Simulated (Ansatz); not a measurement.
# Ca on Mg(0001): change of the work function, part 2 of 2

How does one ordered layer of Ca (fcc site) change the work function of Mg(0001), and what dipole does each adsorbate carry?

Ansatz 0.2.0; plane-wave DFT, PBE, Ansatz PAW.

So far, work function, upper face (eV): step 2 (the clean slab) 3.79.

## 3. Adsorbate added

System of this step: Ca/Mg(0001). The cell holds 17 atoms: 16 Mg and 1 Ca. Cell: a = 6.420 Å, b = 6.420 Å, c = 28.536 Å, α = 90.0°, β = 90.0°, γ = 60.0°. Vacuum lies along c.

The clean slab as it ended is repeated in the plane and the adsorbate is set on one face; the cell's size fixes the coverage, and the k-mesh shrinks with it to keep the sampling density about even. Adsorbate and upper layers relax, since the dipole depends on the height.

Contents of input.yaml:

```yaml
crystal:
  lattice:
    - [6.4199999999, 0.0, 0.0]
    - [3.21, 5.5598830922, 0.0]
    - [0.0, 0.0, 28.536401907]
  atoms:
    - { symbol: Mg, position: [0.3333333333, 0.3333333333, 0.315386643] }
    - { symbol: Mg, position: [0.0, 0.0, 0.4067268199] }
    - { symbol: Mg, position: [0.3333333333, 0.3333333333, 0.4982456278] }
    - { symbol: Mg, position: [0.0, 0.0, 0.5904124434] }
    - { symbol: Mg, position: [0.3333333333, 0.8333333333, 0.315386643] }
    - { symbol: Mg, position: [0.0, 0.5, 0.4067268199] }
    - { symbol: Mg, position: [0.3333333333, 0.8333333333, 0.4982456278] }
    - { symbol: Mg, position: [0.0, 0.5, 0.5904124434] }
    - { symbol: Mg, position: [0.8333333333, 0.3333333333, 0.315386643] }
    - { symbol: Mg, position: [0.5, 0.0, 0.4067268199] }
    - { symbol: Mg, position: [0.8333333333, 0.3333333333, 0.4982456278] }
    - { symbol: Mg, position: [0.5, 0.0, 0.5904124434] }
    - { symbol: Mg, position: [0.8333333333, 0.8333333333, 0.315386643] }
    - { symbol: Mg, position: [0.5, 0.5, 0.4067268199] }
    - { symbol: Mg, position: [0.8333333333, 0.8333333333, 0.4982456278] }
    - { symbol: Mg, position: [0.5, 0.5, 0.5904124434] }
    - { symbol: Ca, position: [0.1666666667, 0.1666666667, 0.684613357] }
kpoints:
  mp_grid: { grid: [6, 6, 1] }
hamiltonian:
  xc: pbe
scf:
  occupations: { method: fermi_dirac, width: 0.1 }
  convergence: { dr2_threshold: 1.0e-08 }
efield:
  axis: 3
  dipole_correction: true
  ramp_position: 0.97
  ramp_width: 0.06
relax:
  f_tol: 0.02
  max_steps: 60
  constraints: [{ sites: [0, 1, 4, 5, 8, 9, 12, 13] }]
output:
  dos: { projected: true, e_range: [-8, 4] }
  write_potential: true
  write_density: true
  volumetric_format: npy
  elf: true
```

The run is started by

```
$ ansatz run input.yaml --threads 2 --pin off --max-ram 3072MiB --backend cpu --events-out ev --progress --plain --runs-dir out
```

Numbers of over 12 decimals in the logs are rounded to 6 here.

Output:

```text
[...]
Crystal: 17 atoms, lattice volume = 1018.591 Å³
Basis set: ecut = 420 eV, 19967 PW (Γ), exchange–correlation on 90×90×384 points (8 copies of the dense FFT grid, shifted against one another)
Bands: 102, of which v1, the nominal top of the filled ones, is band 85 counted from 1 (84 counted from 0)
Symmetry: 6 space group operations
[...]
k-points: 7 of 36 (time reversal used)
[...]
SCF iter   1: F=—  HF=-32594.861106 eV  |F-HF|=—  |Δ(HF+E_count)|=         —  Δρ=2.50e-3  dr2=3.97e0  ethr=1.77e-3  p=0.410 e·Å  D=7.29e-2 V/Å  ΔV_dip=-2.08 eV  dr2_dipole=2.81e0  V_vac-E_F(+/−)=1.78/3.86 eV  ⟨swp⟩=14.4  Hψ=4007  notcnv=0  defer=1
[...]
SCF iter  10: F=-32594.700776 eV  HF=-32594.700776 eV  |F-HF|=1.33e-9  |Δ(HF+E_count)|=   1.33e-8  Δρ=3.57e-7  dr2=5.23e-9  ethr=5.88e-12  p=0.209 e·Å  D=3.70e-2 V/Å  ΔV_dip=-1.06 eV  dr2_dipole=1.44e-9  V_vac-E_F(+/−)=2.64/3.70 eV  ⟨swp⟩=11.6  Hψ=4214  notcnv=0
SCF 1 converged in 10 iterations: F = -32594.700776 eV  dr2 = 5.23e-9
[...]
relax step   1: F+E_penalty+E_count = -32594.70077644 eV  Δ(F+E_penalty+E_count) = +0.000e0 eV  max|allowed force component| = 2.155e-1 eV/Å  Δτ_max = 0.0000 Å  (10 SCF iters, accepted)
[...]
SCF iter   9: F=-32594.739585 eV  HF=-32594.739585 eV  |F-HF|=1.92e-9  |Δ(HF+E_count)|=   5.40e-9  Δρ=2.45e-7  dr2=2.04e-9  ethr=5.88e-12  p=0.212 e·Å  D=3.77e-2 V/Å  ΔV_dip=-1.08 eV  dr2_dipole=4.67e-10  V_vac-E_F(+/−)=2.63/3.70 eV  ⟨swp⟩=9.4  Hψ=3743  notcnv=0
SCF 2 converged in 9 iterations: F = -32594.739585 eV  dr2 = 2.04e-9
relax step   2: F+E_penalty+E_count = -32594.73958475 eV  Δ(F+E_penalty+E_count) = -3.881e-2 eV  max|allowed force component| = 1.385e-1 eV/Å  Δτ_max = 0.0856 Å  (9 SCF iters, accepted)
SCF iter   1: F=—  HF=-32594.755058 eV  |F-HF|=—  |Δ(HF+E_count)|=         —  Δρ=5.89e-4  dr2=1.75e-2  ethr=4.77e-4  p=0.212 e·Å  D=3.77e-2 V/Å  ΔV_dip=-1.08 eV  dr2_dipole=6.86e-3  V_vac-E_F(+/−)=2.62/3.70 eV  ⟨swp⟩=4.6  Hψ=1633  notcnv=0
[...]
SCF iter   9: F=-32594.755752 eV  HF=-32594.755752 eV  |F-HF|=9.42e-10  |Δ(HF+E_count)|=   4.66e-9  Δρ=1.55e-7  dr2=9.90e-10  ethr=5.88e-12  p=0.216 e·Å  D=3.83e-2 V/Å  ΔV_dip=-1.09 eV  dr2_dipole=3.59e-10  V_vac-E_F(+/−)=2.61/3.70 eV  ⟨swp⟩=9.3  Hψ=3689  notcnv=0
SCF 3 converged in 9 iterations: F = -32594.755752 eV  dr2 = 9.90e-10
relax step   3: F+E_penalty+E_count = -32594.75575171 eV  Δ(F+E_penalty+E_count) = -1.617e-2 eV  max|allowed force component| = 2.923e-2 eV/Å  Δτ_max = 0.1504 Å  (9 SCF iters, accepted)
SCF iter   1: F=—  HF=-32594.757001 eV  |F-HF|=—  |Δ(HF+E_count)|=         —  Δρ=1.73e-4  dr2=2.15e-3  ethr=6.44e-6  p=0.216 e·Å  D=3.83e-2 V/Å  ΔV_dip=-1.09 eV  dr2_dipole=3.83e-5  V_vac-E_F(+/−)=2.61/3.70 eV  ⟨swp⟩=4.6  Hψ=1759  notcnv=0
[...]
SCF iter   7: F=-32594.756692 eV  HF=-32594.756692 eV  |F-HF|=9.53e-10  |Δ(HF+E_count)|=   1.48e-8  Δρ=2.53e-7  dr2=1.94e-9  ethr=5.88e-12  p=0.217 e·Å  D=3.85e-2 V/Å  ΔV_dip=-1.10 eV  dr2_dipole=4.62e-11  V_vac-E_F(+/−)=2.60/3.70 eV  ⟨swp⟩=9.6  Hψ=4123  notcnv=0
SCF 4 converged in 7 iterations: F = -32594.756692 eV  dr2 = 1.94e-9
[...]
relax step   4: F+E_penalty+E_count = -32594.75669157 eV  Δ(F+E_penalty+E_count) = -9.399e-4 eV  max|allowed force component| = 3.669e-3 eV/Å  Δτ_max = 0.0443 Å  (7 SCF iters, accepted)
NSCF: frozen V_eff on 7 k-points
[...]
SCF converged after 7 iterations
Free energy (F): -32594.756692 eV
[...]
Internal energy: -32594.429805 eV  (E = F + TS)
E sigma→0 (E₀):  -32594.593248 eV
Entropy (-TS):   -0.326887 eV (-19.229 meV/atom)
Fermi energy:    0.445799 eV
Dipole field:    D = 0.038543 V/Å  (p = 0.216960 e·Å, saw-weighted, corrected)
Work function:   Φ+ = 2.5994 eV   Φ− = 3.6993 eV
[...]
--- Forces (eV/Å), atoms counted from 1 ---
  atom   1  Mg    -0.01500745    -0.00866455    -0.00633532
  atom   2  Mg     0.02610811     0.01507352     0.00526352
  atom   3  Mg     0.00317706     0.00183427     0.00110652
  atom   4  Mg     0.00020583     0.00011884     0.00005980
  atom   5  Mg     0.00000000     0.01732910    -0.00633532
  atom   6  Mg    -0.00000000    -0.03014705     0.00526352
  atom   7  Mg    -0.00000000    -0.00366855     0.00110652
  atom   8  Mg    -0.00000000    -0.00023767     0.00005980
  atom   9  Mg     0.01500745    -0.00866455    -0.00633532
  atom  10  Mg    -0.02610811     0.01507352     0.00526352
  atom  11  Mg    -0.00317706     0.00183427     0.00110652
  atom  12  Mg    -0.00020583     0.00011884     0.00005980
  atom  13  Mg     0.00000000    -0.00000000    -0.01052878
  atom  14  Mg    -0.00000000     0.00000000     0.00977815
  atom  15  Mg     0.00000000    -0.00000000     0.00309900
  atom  16  Mg    -0.00000000    -0.00000000     0.00046637
  atom  17  Ca     0.00000000     0.00000000    -0.00308654
  max |Σ_I F_I| component: 1.18e-5 eV/Å
--- Band table (eV; the first three rows and the last of 7) ---
  k-point 0: bands = [... 81 lower, -0.7000, -0.6930, -0.6930, -0.6015, 0.2516, 0.4264, 0.4583, 0.4583, ... 13 higher]
  k-point 1: bands = [... 81 lower, -0.5237, -0.2847, -0.2656, 0.1050, 0.3366, 0.3823, 0.4070, 0.7817, ... 13 higher]
  k-point 2: bands = [... 81 lower, -0.4979, -0.3979, 0.4536, 0.4928, 0.6549, 1.0607, 1.0794, 1.0946, ... 13 higher]
  k-point 6: bands = [... 81 lower, 0.1022, 0.1065, 0.3409, 0.5333, 0.5883, 0.7560, 0.7673, 0.7930, ... 13 higher]
--- Relaxed structure (4 steps of the walk, 4 accepted, 0 SCFs on fresh bases) ---
  F+E_penalty+E_count = -32594.75669157 eV   max|allowed force component| = 3.669e-3 eV/Å
  atoms:
    - { symbol: Mg, position: [0.333333, 0.333333, 0.315387] }
    - { symbol: Mg, position: [2.6667121670171395e-17, 2.6667121670171398e-17, 0.406727] }
    - { symbol: Mg, position: [0.334859, 0.334859, 0.497613] }
    - { symbol: Mg, position: [-0.00274585, -0.00274585, 0.585873] }
    - { symbol: Mg, position: [0.333333, 0.833333, 0.315387] }
    - { symbol: Mg, position: [5.551115123125783e-17, 0.500000, 0.406727] }
    - { symbol: Mg, position: [0.334859, 0.830282, 0.497613] }
    - { symbol: Mg, position: [-0.00274585, 0.505492, 0.585873] }
    - { symbol: Mg, position: [0.833333, 0.333333, 0.315387] }
    - { symbol: Mg, position: [0.500000, 2.6667121670575298e-17, 0.406727] }
    - { symbol: Mg, position: [0.830282, 0.334859, 0.497613] }
    - { symbol: Mg, position: [0.505492, -0.00274585, 0.585873] }
    - { symbol: Mg, position: [0.833333, 0.833333, 0.315387] }
    - { symbol: Mg, position: [0.5, 0.500000, 0.406727] }
    - { symbol: Mg, position: [0.833333, 0.833333, 0.495833] }
    - { symbol: Mg, position: [0.5, 0.500000, 0.599564] }
    - { symbol: Ca, position: [0.166667, 0.166667, 0.680347] }
```

Elapsed: 1.8 min, on 2 threads of Arm Neoverse V2, shared host; peak memory 1.7 GiB; 3.5 min of CPU time.

Step by step:

| step | energy less that of the first step (eV) | largest force component (eV/Å) |
| --- | --- | --- |
| 1 | 0.0000 | 0.2155 |
| 2 | -0.0388 | 0.1385 |
| 3 | -0.0550 | 0.0292 |
| 4 | -0.0559 | 0.0037 |

Forces are held to the 6 operations that the run works with; a distortion that breaks them can't arise in this run.

The atoms that moved most (Å):

| atom | dx | dy | dz | length |
| --- | --- | --- | --- | --- |
| Mg16 | 0.000 | 0.000 | 0.261 | 0.261 |
| Mg8 | 0.000 | 0.031 | -0.130 | 0.133 |
| Mg4 | -0.026 | -0.015 | -0.130 | 0.133 |
| Mg12 | 0.026 | -0.015 | -0.130 | 0.133 |
| Ca17 | 0.000 | 0.000 | -0.122 | 0.122 |
| Mg15 | 0.000 | 0.000 | -0.069 | 0.069 |
| Mg3 | 0.015 | 0.008 | -0.018 | 0.025 |
| Mg11 | -0.015 | 0.008 | -0.018 | 0.025 |

The relaxed structure:

```cif
data_structure
_symmetry_space_group_name_H-M 'P 1'
_symmetry_Int_Tables_number 1
_cell_length_a 6.4200
_cell_length_b 6.4200
_cell_length_c 28.5364
_cell_angle_alpha 90.000
_cell_angle_beta 90.000
_cell_angle_gamma 60.000
_cell_volume 1018.59
loop_
_atom_site_label
_atom_site_type_symbol
_atom_site_fract_x
_atom_site_fract_y
_atom_site_fract_z
_atom_site_occupancy
Mg1 Mg 0.33333 0.33333 0.31539 1
Mg2 Mg 0.00000 0.00000 0.40673 1
Mg3 Mg 0.33486 0.33486 0.49761 1
Mg4 Mg 0.99725 0.99725 0.58587 1
Mg5 Mg 0.33333 0.83333 0.31539 1
Mg6 Mg 0.00000 0.50000 0.40673 1
Mg7 Mg 0.33486 0.83028 0.49761 1
Mg8 Mg 0.99725 0.50549 0.58587 1
Mg9 Mg 0.83333 0.33333 0.31539 1
Mg10 Mg 0.50000 0.00000 0.40673 1
Mg11 Mg 0.83028 0.33486 0.49761 1
Mg12 Mg 0.50549 0.99725 0.58587 1
Mg13 Mg 0.83333 0.83333 0.31539 1
Mg14 Mg 0.50000 0.50000 0.40673 1
Mg15 Mg 0.83333 0.83333 0.49583 1
Mg16 Mg 0.50000 0.50000 0.59956 1
Ca17 Ca 0.16667 0.16667 0.68035 1
```

This step gave:

| Item | Value |
| --- | --- |
| energy at zero smearing | -32594.5932 eV |
| work function, upper face | 2.599 eV |
| work function, lower face | 3.699 eV |
| dipole along the normal | 0.2170 e·Å |
| step between the vacuum levels | -1.100 eV |

Running mean over 2.60652 Å of the planar mean; the ramp of the sawtooth is left out. Electron's electrostatic potential energy less the Fermi level against z:

| z (Å) | electron's electrostatic potential energy less the Fermi level (eV) |
| --- | --- |
| 4 | 3.70 |
| 5 | 3.68 |
| 6 | 3.55 |
| 7 | 2.53 |
| 8 | -2.14 |
| 9 | -4.04 |
| 10 | -4.05 |
| 11 | -4.03 |
| 12 | -4.04 |
| 13 | -4.16 |
| 14 | -4.05 |
| 15 | -4.05 |
| 16 | -3.90 |
| 17 | -3.97 |
| 18 | -2.33 |
| 19 | -0.177 |
| 20 | 0.0843 |
| 21 | 1.43 |
| 22 | 2.33 |
| 23 | 2.54 |
| 24 | 2.59 |
| 25 | 2.60 |

The density of states has structure finer than the step of the table below, so its rows give means over 0.25 eV, whole bins alone (the curve runs from -8 to 1.77 eV). Peaks (eV: height): -1.320: 21.4, -1.020: 26.6, 0.180: 23.4, 0.630: 20.1, 1.140: 19.6, 1.290: 23.8, 1.560: 23.6.

The density of states by energy, zero at the Fermi level; means over each step:

| energy (eV) | density of states (states/eV a cell) |
| --- | --- |
| -6.75 | 0 |
| -6.50 | 1.08 |
| -6.25 | 1.52 |
| -6.00 | 1.45 |
| -5.75 | 2.65 |
| -5.50 | 3.29 |
| -5.25 | 2.85 |
| -5.00 | 3.76 |
| -4.75 | 2.98 |
| -4.50 | 3.87 |
| -4.25 | 3.84 |
| -4.00 | 5.46 |
| -3.75 | 4.64 |
| -3.50 | 3.35 |
| -3.25 | 5.71 |
| -3.00 | 6.82 |
| -2.75 | 5.29 |
| -2.50 | 4.74 |
| -2.25 | 6.03 |
| -2.00 | 7.94 |
| -1.75 | 7.86 |
| -1.50 | 5.04 |
| -1.25 | 6.71 |
| -1.00 | 10.8 |
| -0.75 | 8.38 |
| -0.50 | 6.47 |
| -0.25 | 8.53 |
| 0.00 | 10.1 |
| 0.25 | 8.86 |
| 0.50 | 11.1 |
| 0.75 | 9.91 |
| 1.00 | 14.2 |
| 1.25 | 15.5 |
| 1.50 | 16.4 |

Projected DOS per atom over height of the atomic layer and energy from the Fermi level. Layers: Mg4 Mg4 Mg4 Mg4 Ca from below.

Ten even steps from '0' (0.00 states/eV) to '9' (0.77 states/eV), each cell a mean:
```
11000
21101
21225
11129
11115
22127
32237
23325
54353
33322
44442
33331
33330
33340
22220
22220
13220
01100
01100
00000
00000
00000
```
Columns: height of the atomic layer (Å) from 9 to 19.4; rows upwards: energy from the Fermi level (eV) from -7.96 to 1.75.

Electrostatic potential energy in the ca plane at fractional y = 0.000, with atoms of Mg within 0.2 Å of it. With pseudopotentials it is smooth inside the atoms' cores, unlike the true potential.

Ten even steps from '0' (-50 eV) to '9' (4 eV), each cell a mean:
```
98400279999999985001689999999999999999999999
98754689999999997546899999999999999999999999
99988899998889999888999999999999999999999999
99999999988889999999999999999999999999999999
99999999988889999999999999999999999999999999
99888899998889998888999999999999999999999999
98754689999999987436899999999999999999999999
98400279999999985001689999999999999999999999
98300178999999984001689999999999999999999999
98621489999999986314799999999999999999999999
99877889999999998778899988889999999999999999
99999999998889999999999877788999999999999999
99999999988889999999999876678999999999999999
99999999998889999999999877788999999999999999
99877889999999998778899988889999999999999999
98621489999999986214799999999999999999999999
98300178999999984000689999999999999999999999
```
Columns run along c (16.0 Å, from fractional 0.36 to 0.92 of the cell; values clipped at the 3rd and 97th percentile), rows up along a (6.4 Å). Atoms in or near the plane, at fractional coordinates: Mg at (0.41, 0.00), Mg at (0.59, 0.00), Mg at (0.41, 0.50), Mg at (0.59, 0.51).

ELF in the ca plane at fractional y = 0.000, with atoms of Mg within 0.2 Å of it. It is the smooth field of the valence electrons, not physical close to the nuclei.

Ten even steps from '0' (0.00) to '9' (0.82), each cell a mean:
```
51244413777887612444126643333444321100000000
62123115666567630231135543222222110000000000
55311246532135653112455322111110000000000000
56666666410013566666764321100000000000000000
56666666420013566666664321100000000000000000
55311246542135653112355322111110000000000000
52123115666567631232135543222222110000000000
51244413777887612434126643233444321100000000
51343413778887613434126632113466653210000000
51144314677777621343146310001368875321000000
64111125654346641111364111100258987531000000
56543456531014665445763124420148998642100000
56676666520003566677762136630148998642100000
56543456531014665445763124420148998642100000
64111025654346651111364101100258987531000000
51144304677777621443146310001368875321000000
51343413778887613434126632113466653210000000
```
Columns run along c (16.0 Å, from fractional 0.36 to 0.92 of the cell), rows up along a (6.4 Å). Atoms in or near the plane, at fractional coordinates: Mg at (0.41, 0.00), Mg at (0.59, 0.00), Mg at (0.41, 0.50), Mg at (0.59, 0.51).

Valence density in the ca plane at fractional y = 0.000, with atoms of Mg within 0.2 Å of it. It is the smooth field of the valence electrons, not physical close to the nuclei.

Values in e/Å³, 9 rows by 16 columns, each cell a mean:
```
 0  6  0  0  0  0  6  1  0  0  0  0  0  0  0  0
 0  0  0  0  0  0  0  0  0  0  0  0  0  0  0  0
 0  0  0  0  0  0  0  0  0  0  0  0  0  0  0  0
 0  3  0  0  0  0  3  0  0  0  0  0  0  0  0  0
 0 14  0  0  0  0 13  1  0  0  0  0  0  0  0  0
 0  1  0  0  0  0  1  0  0  0  0  0  0  0  0  0
 0  0  0  0  0  0  0  0  0  0  0  0  0  0  0  0
 0  0  0  0  0  0  0  0  0  0  0  0  0  0  0  0
 0 11  0  0  0  0 10  1  0  0  0  0  0  0  0  0
```
Columns run along c (16.0 Å, from fractional 0.36 to 0.92 of the cell), rows up along a (6.4 Å). Atoms in or near the plane, at fractional coordinates: Mg at (0.41, 0.00), Mg at (0.59, 0.00), Mg at (0.41, 0.50), Mg at (0.59, 0.51).

The relaxation took 4 steps and lowered the energy by 0.056 eV; the largest force on the free atoms ends at 0.0037 eV/Å.

By hand: a sheet of dipoles makes a step −p/(ε₀A) in the electron's potential. With e/ε₀ = 180.95 V·Å, p = 0.2170 e·Å and A = 35.69 Å², that is −180.95 × (0.2170) / 35.69 = -1.100 eV, and the two vacuum levels of the run differ by -1.100 eV.

The covered face has 2.60 eV, -1.19 eV against the clean one; the bare back face has moved by -0.09 eV, a measure of how thin the slab is.

## 4. Work function against coverage

This step: plane-wave DFT, PBE, Ansatz PAW; work function against coverage (Ansatz 0.2.0).

The runs are now put side by side.

This step gave:

```yaml
work_function_of_the_clean_face: 3.787 eV
largest_change_of_the_work_function: -1.188 eV
```

The work function of the covered face by coverage:

| coverage (adsorbates/nm²) | work function of the covered face (eV) |
| --- | --- |
| 0.00 | 3.79 |
| 2.80 | 2.60 |

The dipole per adsorbate comes from the change of the cell's dipole. Coverage, by row:

| coverage (1/nm²) | coverage (ML) | work function (eV) | change (eV) | dipole per adsorbate, positive end outwards (debye) | mean height of the added atoms over the highest substrate atom (Å) |
| --- | --- | --- | --- | --- | --- |
| 2.802 | 0.25 | 2.599 | -1.188 | 1.038 | 2.305 |

## 5. Outcome

```yaml
work_function_of_the_clean_face: 3.79 eV
work_function_at_0p25_ml: 2.60 eV
dipole_per_adsorbate_at_0p25_ml_positive_end_outwards: 1.04 D
```

In words: Ca lowers the work function of Mg(0001) at the lowest coverage, by 1.19 eV: the adsorbate layer has its positive end outwards. One coverage alone was completed, so no trend follows. The slab has 4 layers, at the tabulated experimental lattice constant, one starting site was run, and quantum-size effects of a slab this thin can reach one or two tenths of an eV.

[Logs are printed without paths, hosts, clocks, repeated set-up lines and the standing remarks that a program may print on its own settings, such as how far it seeks lower states.]

[Hosts, paths, dates, database ids (printed as entryN), source tags and the programs' standing remarks are cut or masked in the printed files.]

[Maps of the electrostatic potential energy from Ansatz leave out the sawtooth potential of an applied field or a dipole correction, so their vacuum need not be flat; planar profiles and work functions include it.]

[The density of states shown here was stored with 400 of the rows of the run's finer table, so its peaks can read low, often by over a quarter, or be missed, and its means over a window can be off by a tenth or more.]
